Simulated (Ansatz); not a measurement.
# Ge (Fd-3m) in Ansatz: further runs

Aim: see how the results for Ge move with the level of theory and the settings. Levels: PBE, LDA. Tasks: single point, elastic constants.

Program: Ansatz 0.2.0. These are calculated values, not measurements. Logs are shortened: lines on timing, memory, paths and dates and some standing lists are left out, and cuts for length are marked.

**The experiment to reproduce.**

From “Electronic and optical properties of SixGe1-x-ySny alloys lattice-matched to Ge”, 2021, arxiv:2109.02782, for a bulk crystal of Ge at 300 K: band gap 0.807 eV (direct).

The runs below are set against these values where they give the same quantity.

## (1) Starting point

The structure is cubic, space group Fd-3m (No. 227). The conventional cell has a = 5.658 Å, b = 5.658 Å, c = 5.658 Å, α = 90.00°, β = 90.00°, γ = 90.00°. Ge (site symmetry -43m) is surrounded by 4 Ge at 2.45 Å.

## (2) Single point, PBE, 21.28 Å³/atom (volume scaled by 0.94)

Input file input.yaml:

```yaml
crystal:
  lattice:
    - [0.0, 2.7711609388, 2.7711609388]
    - [2.7711609388, 0.0, 2.7711609388]
    - [2.7711609388, 2.7711609388, 0.0]
  atoms:
    - { symbol: Ge, position: [0.75, 0.75, 0.75] }
    - { symbol: Ge, position: [0.5, 0.5, 0.5] }
kpoints:
  mp_grid: { grid: [8, 8, 8] }
scf:
  occupations: { method: fermi_dirac, width: 0.05 }
hamiltonian:
  xc: pbe
  pseudopotentials: { kind: all_electron, lapw: { basis_error: 0.0005 } }
output:
  forces: true
  stress: true
  eigenvalues: true
```

Potentials or basis: all-electron LAPW, scalar-relativistic.

Run with:

```sh
$ ansatz run input.yaml --threads 1 --pin off --max-ram 2560MiB --backend cpu --events-out ev --progress --plain --runs-dir out
```

Log:

```text
Warning: RAYON_NUM_THREADS=1 ignored (pool sized by the plan → 1); use --threads N
LAPW: plane waves up to 9.715 Å⁻¹, error target 5.0e-4 eV per atom; small_component_spin mean_spin; Ge in spheres of 1.200 Å, 22 of its electrons in bands, Dirac shells [] (how accurate: hamiltonian.pseudopotentials.lapw.basis_error, Limitations)
Engine: ansatz 0.2.0, x86_64-unknown-linux-gnu
Pseudopotentials: kind: all_electron
Pseudopotential: Ge, LAPW, valence charge 22, lapw/all_electron/scalar/gaussian/Ge, Koelling and Harmon's equation, gaussian nucleus
Functional definition: PBE
  parameter kappa = 0.804
  parameter beta = 0.06672455060314922
  exchange = pbe_x(kappa = kappa, mu = beta*pi^2/3)
  correlation = pbe_c(beta = beta)
Crystal: 2 atoms, lattice volume = 42.561 Å³
Basis set: ecut = 359.6186069523758 eV, 645 PW (Γ), exchange–correlation at level 2
Bands: 27, of which v1, the nominal top of the filled ones, is band 22 counted from 1 (21 counted from 0)
Symmetry: 48 space group operations
Space group: Fd-3m (ITA 227), of the structure as read, at distance tolerance 3.5e-5 Å
k-points: 29 of 512
Non-local potential: Ge, projectors of the file, none
Initial density: superposition of atomic densities (chi_scale 0.1, normalization cell)
Initial wavefunctions: plane waves of lowest kinetic energy (no species holds an atomic orbital)
Functional: x = pbe(κ = 0.804, μ = 0.2195149727645171), c = pbe(β = 0.06672455060314922)
iter 1 solved again at ethr=1.09e-3 eV; its pass at ethr=1.00e-1 eV (dr2=4.80e-1 eV) is discarded
SCF iter   1: F=—  HF=-114232.569528 eV  |F-HF|=—  |Δ(HF+E_count)|=         —  Δρ=3.17e-2  dr2=4.81e-1  ethr=1.09e-3  ⟨swp⟩=2.0  Hψ=4836  notcnv=0
preconditioner: auto → none  [insulator: Δε(μ)=0.464 eV  Ē_g=24.606 eV  σ=0.050 eV  W_gap=0.98  n_scr=14 (ndim 8)  ℏωp=30.1 eV  f_vac=0.057  D(μ)=0.01/eV (n_scr^D=0)  ε∞_Penn≈2.5]
SCF iter   2: F=—  HF=-114232.486568 eV  |F-HF|=—  |Δ(HF+E_count)|=   8.30e-2  Δρ=1.42e-2  dr2=9.01e-2  ethr=1.09e-3  ⟨swp⟩=2.0  Hψ=2320  notcnv=0
iter 3 solved again at ethr=7.53e-7 eV; its pass at ethr=2.05e-4 eV (dr2=3.31e-4 eV) is discarded
SCF iter   3: F=—  HF=-114232.479793 eV  |F-HF|=—  |Δ(HF+E_count)|=   6.78e-3  Δρ=1.25e-3  dr2=3.33e-4  ethr=7.53e-7  ⟨swp⟩=2.7  Hψ=3966  notcnv=0
SCF iter   4: F=—  HF=-114232.475669 eV  |F-HF|=—  |Δ(HF+E_count)|=         —  Δρ=5.26e-4  dr2=6.72e-5  ethr=7.53e-7  ⟨swp⟩=3.0  Hψ=2379  notcnv=0
the basis was enlarged: its passes take 293.0 KiB over the memory plan, 1 of 1 planned eigensolver slots
SCF iter   5: F=—  HF=-114232.475764 eV  |F-HF|=—  |Δ(HF+E_count)|=   9.48e-5  Δρ=8.69e-5  dr2=2.08e-6  ethr=1.53e-7  ⟨swp⟩=3.0  Hψ=2301  notcnv=0
SCF iter   6: F=-114232.475769 eV  HF=-114232.475769 eV  |F-HF|=7.57e-8  |Δ(HF+E_count)|=   5.63e-6  Δρ=9.86e-6  dr2=3.20e-8  ethr=4.74e-9  ⟨swp⟩=3.0  Hψ=2303  notcnv=0
SCF 1 converged in 6 iterations: F = -114232.475769 eV  dr2 = 3.20e-8
SCF converged after 6 iterations
Free energy (F): -114232.475769 eV
Harris-Foulkes:  -114232.475769 eV  (|F-HF|=7.57e-8)
Internal energy: -114232.475594 eV  (E = F + TS)
E sigma→0 (E₀):  -114232.475682 eV
Entropy (-TS):   -0.000175 eV (-0.088 meV/atom)
Fermi energy:    11.103058 eV
--- Per-component energies (eV) ---
  E_band       = -2048.282184
  E_kinetic    = 116634.299525
  E_xc         = -4341.925786
  E_electrostatic = -226524.849333  (all electrons and nuclei)
  E_smearing   = -0.000175  (= −TS)
  E_closure    = 0.000000  (closes the sum)
  E_atoms      = -114223.599835  (free atoms, spherical and without spin; not in F)
  Σ components = -114232.475769   (vs F -114232.475769, Δ=0.00e0)
  Basis errors (estimates in eV, not in F): energy 2.1e-4 per atom: plane waves 2.0e-4 (1.2e-4 summed), levels above the bands 1.8e-68, relativity 1.4e-8, radial functions 1.3e-5, core shells 5.4e-12; eigenvalues (radial functions only) 2.2e-7; not estimated: angular momenta, meshes, grids; target (lapw.basis_error) 5.0e-4; muffin-tin radii Ge 1.200 Å
--- Forces (eV/Å), atoms counted from 1 ---
  atom   1  Ge    -0.00000000     0.00000000     0.00000000
  atom   2  Ge     0.00000000     0.00000000     0.00000000
  max |Σ_I F_I| component: 2.31e-18 eV/Å
--- Stress (GPa, compression-positive) ---
        8.994716       0.000000      -0.000000
        0.000000       8.994716      -0.000000
       -0.000000      -0.000000       8.994716
  P = ⅓ Tr σ = 8.9947 GPa (89.947 kbar)
--- Band table (eV; the first three rows and the last of 29) ---
  k-point 0: bands = ["-152.9190", "-152.9157", "-100.0526", "-100.0526", "-100.0526", "-100.0411", "-100.0411", "-100.0411", "-13.9864", "-13.9864", "-13.9864", "-13.9462", "-13.9462", "-13.6983", "-13.6983", "-13.6983", "-13.6796", "-13.6796", "-2.3337", "10.9275", "10.9275", "10.9275", "11.5419", "13.5004", "13.5004", "13.5004", "17.5018"]
  k-point 1: bands = ["-152.9189", "-152.9158", "-100.0527", "-100.0527", "-100.0524", "-100.0413", "-100.0410", "-100.0410", "-13.9962", "-13.9962", "-13.9836", "-13.9325", "-13.9325", "-13.7114", "-13.7114", "-13.7018", "-13.6686", "-13.6686", "-2.1319", "8.6374", "10.5629", "10.5629", "12.2598", "13.9829", "13.9829", "14.6311", "18.4755"]
  k-point 2: bands = ["-152.9186", "-152.9160", "-100.0530", "-100.0530", "-100.0520", "-100.0418", "-100.0408", "-100.0408", "-14.0079", "-14.0079", "-13.9766", "-13.9122", "-13.9122", "-13.7270", "-13.7270", "-13.7103", "-13.6570", "-13.6570", "-1.5445", "6.1162", "9.9772", "9.9772", "11.8162", "14.6347", "14.6347", "16.9338", "19.0596"]
  k-point 28: bands = ["-152.9173", "-152.9173", "-100.0541", "-100.0541", "-100.0469", "-100.0469", "-100.0397", "-100.0397", "-14.0423", "-14.0423", "-13.8776", "-13.8776", "-13.8194", "-13.8194", "-13.7809", "-13.7809", "-13.6182", "-13.6182", "1.9145", "1.9145", "6.7196", "6.7196", "15.5003", "15.5003", "15.6782", "15.6782", "22.4389"]
```

Run time: 11 s. Hardware: 1 thread of Intel Xeon Platinum 8259CL at 2.50GHz (Skylake/Cascade Lake), shared host; peak memory 0.41 GiB.

Results:

| Quantity | Value |
| --- | --- |
| Free energy | -114232.4758 eV |
| Pressure | 9.0 GPa |
| Band gap on the k mesh | 0.38 eV, indirect (least direct gap 0.61 eV) |

## (3) Single point, PBE, 21.73 Å³/atom (volume scaled by 0.96)

Changes to input.yaml since step 2:

```diff
@@ -2,5 +2,5 @@
   lattice:
-    - [0.0, 2.7711609388, 2.7711609388]
-    - [2.7711609388, 0.0, 2.7711609388]
-    - [2.7711609388, 2.7711609388, 0.0]
+    - [0.0, 2.7906767997, 2.7906767997]
+    - [2.7906767997, 0.0, 2.7906767997]
+    - [2.7906767997, 2.7906767997, 0.0]
   atoms:
```

Potentials or basis: all-electron LAPW, scalar-relativistic.

Run with:

```sh
$ ansatz run input.yaml --threads 1 --pin off --max-ram 2560MiB --backend cpu --events-out ev --progress --plain --runs-dir out
```

It took 14 s on 1 thread of Intel Xeon Platinum 8259CL at 2.50GHz (Skylake/Cascade Lake), shared host; peak memory 0.41 GiB.

The run converged. Its results:

- Free energy: -114232.5208 eV
- Pressure: 7.0 GPa
- Band gap on the k mesh: 0.31 eV, indirect (least direct gap 0.41 eV)

## (4) Single point, PBE, 22.19 Å³/atom (volume scaled by 0.98)

Changes to input.yaml since step 3:

```diff
@@ -2,5 +2,5 @@
   lattice:
-    - [0.0, 2.7906767997, 2.7906767997]
-    - [2.7906767997, 0.0, 2.7906767997]
-    - [2.7906767997, 2.7906767997, 0.0]
+    - [0.0, 2.8099234548, 2.8099234548]
+    - [2.8099234548, 0.0, 2.8099234548]
+    - [2.8099234548, 2.8099234548, 0.0]
   atoms:
```

Run with:

```sh
$ ansatz run input.yaml --threads 1 --pin off --max-ram 2560MiB --backend cpu --events-out ev --progress --plain --runs-dir out
```

It took 11 s on 1 thread of Intel Xeon Platinum 8259CL at 2.50GHz (Skylake/Cascade Lake), shared host; peak memory 0.41 GiB.

Results (log left out):

| Quantity | Value |
| --- | --- |
| Free energy | -114232.5551 eV |
| Pressure | 5.2 GPa |
| Band gap on the k mesh | 0.22 eV, direct |

## (5) Single point, PBE, 22.64 Å³/atom

Changes to input.yaml since step 4:

```diff
@@ -2,5 +2,5 @@
   lattice:
-    - [0.0, 2.8099234548, 2.8099234548]
-    - [2.8099234548, 0.0, 2.8099234548]
-    - [2.8099234548, 2.8099234548, 0.0]
+    - [0.0, 2.82891, 2.82891]
+    - [2.82891, 0.0, 2.82891]
+    - [2.82891, 2.82891, 0.0]
   atoms:
```

Run with:

```sh
$ ansatz run input.yaml --threads 1 --pin off --max-ram 2560MiB --backend cpu --events-out ev --progress --plain --runs-dir out
```

It took 11 s on 1 thread of Intel Xeon Platinum 8259CL at 2.50GHz (Skylake/Cascade Lake), shared host; peak memory 0.41 GiB.

It converged, with:

```yaml
Free_energy: -114232.5799 eV
Pressure: 3.6 GPa
Band_gap_on_the_k_mesh: none (metal or under the smearing width)
```

## (6) Single point, PBE, 23.09 Å³/atom (volume scaled by 1.02)

Changes to input.yaml since step 5:

```diff
@@ -2,5 +2,5 @@
   lattice:
-    - [0.0, 2.82891, 2.82891]
-    - [2.82891, 0.0, 2.82891]
-    - [2.82891, 2.82891, 0.0]
+    - [0.0, 2.8476450493, 2.8476450493]
+    - [2.8476450493, 0.0, 2.8476450493]
+    - [2.8476450493, 2.8476450493, 0.0]
   atoms:
```

Potentials or basis: all-electron LAPW, scalar-relativistic.

Run with:

```sh
$ ansatz run input.yaml --threads 1 --pin off --max-ram 2560MiB --backend cpu --events-out ev --progress --plain --runs-dir out
```

Wall time 10 s (1 thread of Intel Xeon Platinum 8259CL at 2.50GHz (Skylake/Cascade Lake), shared host); peak memory 0.39 GiB.

Results (log left out):

- Free energy: -114232.5964 eV
- Pressure: 2.2 GPa
- Band gap on the k mesh: none (metal or under the smearing width)

## (7) Single point, PBE, 23.54 Å³/atom (volume scaled by 1.04)

Changes to input.yaml since step 6:

```diff
@@ -2,5 +2,5 @@
   lattice:
-    - [0.0, 2.8476450493, 2.8476450493]
-    - [2.8476450493, 0.0, 2.8476450493]
-    - [2.8476450493, 2.8476450493, 0.0]
+    - [0.0, 2.8661367691, 2.8661367691]
+    - [2.8661367691, 0.0, 2.8661367691]
+    - [2.8661367691, 2.8661367691, 0.0]
   atoms:
```

Run with:

```sh
$ ansatz run input.yaml --threads 1 --pin off --max-ram 2560MiB --backend cpu --events-out ev --progress --plain --runs-dir out
```

Wall time 12 s (1 thread of Intel Xeon Platinum 8259CL at 2.50GHz (Skylake/Cascade Lake), shared host); peak memory 0.41 GiB.

The run converged. Its results:

```yaml
Free_energy: -114232.6053 eV
Pressure: 0.9 GPa
Band_gap_on_the_k_mesh: none (metal or under the smearing width)
```

## (8) Single point, PBE, 24.00 Å³/atom (volume scaled by 1.06)

Changes to input.yaml since step 7:

```diff
@@ -2,5 +2,5 @@
   lattice:
-    - [0.0, 2.8661367691, 2.8661367691]
-    - [2.8661367691, 0.0, 2.8661367691]
-    - [2.8661367691, 2.8661367691, 0.0]
+    - [0.0, 2.8843929095, 2.8843929095]
+    - [2.8843929095, 0.0, 2.8843929095]
+    - [2.8843929095, 2.8843929095, 0.0]
   atoms:
```

Run with:

```sh
$ ansatz run input.yaml --threads 1 --pin off --max-ram 2560MiB --backend cpu --events-out ev --progress --plain --runs-dir out
```

It took 11 s on 1 thread of Intel Xeon Platinum 8259CL at 2.50GHz (Skylake/Cascade Lake), shared host; peak memory 0.41 GiB.

Results (log left out):

- Free energy: -114232.6073 eV
- Pressure: -0.2 GPa
- Band gap on the k mesh: none (metal or under the smearing width)

## (9) Elastic constants, LDA, collinear spin, antiferromagnetic start

Input file input.yaml:

```yaml
crystal:
  lattice:
    - [0.0, 2.82891, 2.82891]
    - [2.82891, 0.0, 2.82891]
    - [2.82891, 2.82891, 0.0]
  atoms:
    - { symbol: Ge, position: [0.75, 0.75, 0.75], spin: 0.5 }
    - { symbol: Ge, position: [0.5, 0.5, 0.5], spin: -0.5 }
kpoints:
  mp_grid: { grid: [6, 6, 6] }
scf:
  occupations: { method: fermi_dirac, width: 0.05 }
hamiltonian:
  xc: lda
  pseudopotentials: { kind: all_electron, lapw: { basis_error: 0.001 } }
magnetization:
  spin_polarized: true
output:
  forces: true
  stress: true
elastic:
  mode: clamped_ion
  stencil: two_point
```

Potentials or basis: all-electron LAPW, scalar-relativistic.

Run with:

```sh
$ ansatz run input.yaml --threads 1 --pin off --max-ram 2560MiB --backend cpu --events-out ev --progress --plain --runs-dir out
```

It took 1.9 min on 1 thread of Intel Xeon Platinum 8488C (Sapphire Rapids), shared host; peak memory 0.54 GiB.

The run converged. Its results:

```yaml
Free_energy: -114074.2720 eV
Pressure: -1.1 GPa
Band_gap_on_the_k_mesh: none (metal or under the smearing width)
Net_moment: 0.00 μB per cell
Absolute_moment: 0.00 μB per cell
Clamped-ion_elastic_constants_C11_C12_C44: 108, 42, 71 GPa
Voigt_bulk_modulus: 64 GPa
```

Levels at points of the mesh, in eV from the Fermi level:
Spin up:
```csv
k point,band 19,band 20,band 21,band 22,band 23,band 24,band 25,band 26
"(0.00, 0.00, 0.00)",-12.80,-0.17,0.02,0.02,0.02,2.55,2.55,2.55
"(0.00, 0.00, -0.50)",-10.71,-7.62,-1.38,-1.38,0.07,3.74,3.74,6.99
"(0.00, -0.50, -0.50)",-8.92,-8.92,-3.05,-3.05,0.68,0.68,9.42,9.42
```
Spin down:
```
             k point  band 19  band 20  band 21  band 22  band 23  band 24  band 25  band 26
  (0.00, 0.00, 0.00)   -12.80    -0.17     0.02     0.02     0.02     2.55     2.55     2.55
 (0.00, 0.00, -0.50)   -10.71    -7.62    -1.38    -1.38     0.07     3.74     3.74     6.99
(0.00, -0.50, -0.50)    -8.92    -8.92    -3.05    -3.05     0.68     0.68     9.42     9.42
```

Elastic tensor in Voigt notation (GPa, ions clamped, in the Cartesian axes of the cell as first typed):
```
108  42  42   0   0   0
 42 108  42   0   0   0
 42  42 108   0   0   0
  0   0   0  71   0   0
  0   0   0   0  71   0
  0   0   0   0   0  71
```

Caveat: the program listed the state as in doubt; the k mesh is thin for a metal, which can move the energy by tens of meV per atom; elastic constants of metals need much finer meshes, so these are rough; this crystal is a semiconductor, whose small gap the functional closes, so the metal is an error of the method.

## (10) For comparison

An earlier run on the cell as given: functional PBE; potentials or basis all-electron LAPW, scalar-relativistic; cutoff 316 eV (chosen from the basis error); basis error allowed 0.001 eV/atom; k mesh 8 × 8 × 8; occupations fermi-dirac, width 0.05 eV; no spin polarisation.

- Pressure: 3.6 GPa
- Band gap on the k mesh: none (metal or under the smearing width)

## (11) Comparison with measurements

Step 9. Measured gap of Ge: 0.807 eV (direct; 300 K; “Electronic and optical properties of SixGe1-x-ySny alloys lattice-matched to Ge”, 2021, arxiv:2109.02782). This calculation gives 0.00 eV (-0.81 eV). 3 values of this kind are on record (0.666 to 0.807 eV); this one was drawn at random among those near their median. Spin-orbit coupling on Ge is left out. The value is that of LDA on a finite k mesh, which can miss the band edges, without temperature or zero-point motion. Semilocal functionals fall short of measured gaps as a rule.
